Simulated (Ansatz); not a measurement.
## Fe: do energies and stresses tell the same story?

All numbers below come from DFT PBEsol, scalar-relativistic, plane waves, PAW in Ansatz 0.2.0.

Plane waves to 420 eV, a k mesh through Γ of 18×18×12 on the computed 2-atom cell and Gaussian smearing (0.10 eV); no spin polarisation.

Relaxed cell: P6_3/mmc, a = 2.429 Å, b = 2.429 Å, c = 3.842 Å, α = 90.00°, β = 90.00°, γ = 120.00°, 2 atoms in the primitive cell. This form isn't the element's structure at ambient conditions.

Energies at zero smearing and pressures from the stress tensor, at volumes with shape and atoms relaxed:
| V (Å³/atom) | E − E(first) (meV/atom) | P (GPa) |
| --- | --- | --- |
| 8.636 | 0.00 | 55.35 |
| 8.931 | -85.07 | 37.87 |
| 9.225 | -140.57 | 23.09 |
| 9.520 | -171.05 | 10.58 |
| 9.814 | -180.37 | 0.00 |
| 10.108 | -171.77 | -8.96 |
| 10.403 | -148.02 | -16.53 |
| 10.795 | -96.79 | -24.82 |

Q: Check P = −dE/dV between neighbouring volumes, and get the bulk modulus from the pressures alone.

A: With 1 eV/Å³ = 160.2 GPa:
```csv
middle V (Å³/atom),−ΔE/ΔV (GPa),mean P (GPa)
8.784,46.292,46.610
9.078,30.202,30.481
9.372,16.590,16.837
9.667,5.067,5.291
9.961,-4.678,-4.479
10.256,-12.925,-12.742
10.599,-20.907,-20.672
```

The two differ by 0.32 GPa at most. The mean of two end pressures misses the average over a step by about ΔV² P″/12, up to 0.24 GPa here; with that taken off 0.08 GPa remains. The stress is the derivative of the free energy, not of the energy at zero smearing, and with free energies 0.01 GPa remains. Around V = 9.814 Å³/atom, the two neighbours give B = −V ΔP/ΔV = 9.814 × 19.54 / 0.589 = 325.7 GPa, against B0 = 324.1 GPa from the Birch–Murnaghan fit of the energies.

A ferromagnetic start lost its moments in a first run, so spin was left out; other magnetic orders weren't tried.